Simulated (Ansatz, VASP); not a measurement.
## P: VASP beside Ansatz

```
P
1.0
     2.44480    0.00000    0.00000
     0.00000    2.44480    0.00000
     0.00000    0.00000    2.44480
P
1
Direct
  0.00000 0.00000 0.00000
```

The cell was built by a generator and needn't be a form met in nature.

Alike in both runs: task single point; functional PBE; k mesh 22 × 22 × 22; occupations gaussian, width 0.1 eV; no spin polarisation.

|  | VASP | Ansatz |
| --- | --- | --- |
| version | VASP 6.6.1 | Ansatz 0.2.0 |
| potentials or method | VASP PAW PBE potentials, release 64 (P) | scalar-relativistic, plane waves, PAW |
| plane-wave cutoff (eV) | 520 | 420 |
| valence electrons in the cell | 5 | 5 |

```csv
,VASP,Ansatz,Ansatz less VASP
gap on the k mesh at the Fermi level (eV),none,none,-
pressure (GPa),-0.3,0.0,+0.28
```

A gap of «none» marks a metal or a gap that the smearing closes.
